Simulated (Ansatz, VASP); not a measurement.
## Pb in VASP and in Ansatz

Contents of INCAR:

```
SYSTEM = Pb
ALGO = Normal
EDIFF = 1E-7
ENCUT = 520
GGA = PS
GGA_COMPAT = .FALSE.
ISIF = 2
ISMEAR = -1
LASPH = .TRUE.
LCHARG = .FALSE.
LNONCOLLINEAR = .TRUE.
LORBIT = 11
LREAL = .FALSE.
LSORBIT = .TRUE.
LWAVE = .FALSE.
MAGMOM = 0 0 0
NELM = 60
PREC = Accurate
SIGMA = 0.05
```

KPOINTS

```
k-points
0
G
  7 7 7
  0 0 0
```

POSCAR

```
Pb
1.0
    0.0000000000      2.4750200000      2.4750200000
    2.4750200000      0.0000000000      2.4750200000
    2.4750200000      2.4750200000      0.0000000000
Pb
1
Direct
    0.0000000000      0.0000000000      0.0000000000
```

Contents of KPOINTS_OPT:

```
path GXWKGLUWLK,UX
20
line-mode
reciprocal
 0.0000000000  0.0000000000  0.0000000000  G
 0.5000000000  0.0000000000  0.5000000000  X

 0.5000000000  0.0000000000  0.5000000000  X
 0.5000000000  0.2500000000  0.7500000000  W

 0.5000000000  0.2500000000  0.7500000000  W
 0.3750000000  0.3750000000  0.7500000000  K

 0.3750000000  0.3750000000  0.7500000000  K
 0.0000000000  0.0000000000  0.0000000000  G

 0.0000000000  0.0000000000  0.0000000000  G
 0.5000000000  0.5000000000  0.5000000000  L

 0.5000000000  0.5000000000  0.5000000000  L
 0.6250000000  0.2500000000  0.6250000000  U

 0.6250000000  0.2500000000  0.6250000000  U
 0.5000000000  0.2500000000  0.7500000000  W

 0.5000000000  0.2500000000  0.7500000000  W
 0.5000000000  0.5000000000  0.5000000000  L

 0.5000000000  0.5000000000  0.5000000000  L
 0.3750000000  0.3750000000  0.7500000000  K

 0.6250000000  0.2500000000  0.6250000000  U
 0.5000000000  0.0000000000  0.5000000000  X
```

File input.yaml:

```yaml
crystal:
  lattice:
    - [0.0, 2.47502, 2.47502]
    - [2.47502, 0.0, 2.47502]
    - [2.47502, 2.47502, 0.0]
  atoms:
    - { symbol: Pb, position: [0.0, 0.0, 0.0] }
hamiltonian:
  xc: pbesol
  pseudopotentials: { kind: paw_fr }
magnetization:
  noncollinear: true
  spin_orbit: true
kpoints:
  mp_grid: { grid: [7, 7, 7] }
  band_path:
    path:
      - [[0.0, 0.0, 0.0], [0.5, 0.0, 0.5], [0.5, 0.25, 0.75], [0.375, 0.375, 0.75], [0.0, 0.0, 0.0], [0.5, 0.5, 0.5], [0.625, 0.25, 0.625], [0.5, 0.25, 0.75], [0.5, 0.5, 0.5], [0.375, 0.375, 0.75]]
      - [[0.625, 0.25, 0.625], [0.5, 0.0, 0.5]]
    npoints: 14
scf:
  occupations: { method: fermi_dirac, width: 0.05 }
  n_extra_bands: 6
output:
  forces: true
  stress: true
  eigenvalues: true
  fatbands: true
```

Alike in both runs: task band structure; functional PBEsol; k mesh 7 × 7 × 7; occupations fermi-dirac, width 0.05 eV; spin-orbit coupling, no magnetisation.

|  | VASP | Ansatz |
| --- | --- | --- |
| version | VASP 6.6.1 | Ansatz 0.2.0 |
| potentials or method | VASP PAW PBE potentials, release 64 (Pb_d) | Ansatz PAW |
| plane-wave cutoff (eV) | 520 | 420 |
| valence electrons in the cell | 14 | 14 |

|  | VASP | Ansatz | Ansatz less VASP |
| --- | --- | --- | --- |
| gap on the k mesh at the Fermi level (eV) | none | none | - |
| pressure (GPa) | -0.1 | -0.1 | -0.04 |

A gap of «none» marks a metal or a gap that the smearing closes. The functional is the same, so the differences come from potentials, cutoffs and numerics.

Caveats: the PAW data sets were made with another functional, which shifts forces and pressure a little (VASP); the PAW data sets come from PBE, with cores solved anew for the run's functional, which leaves a small shift of forces and pressure (Ansatz).
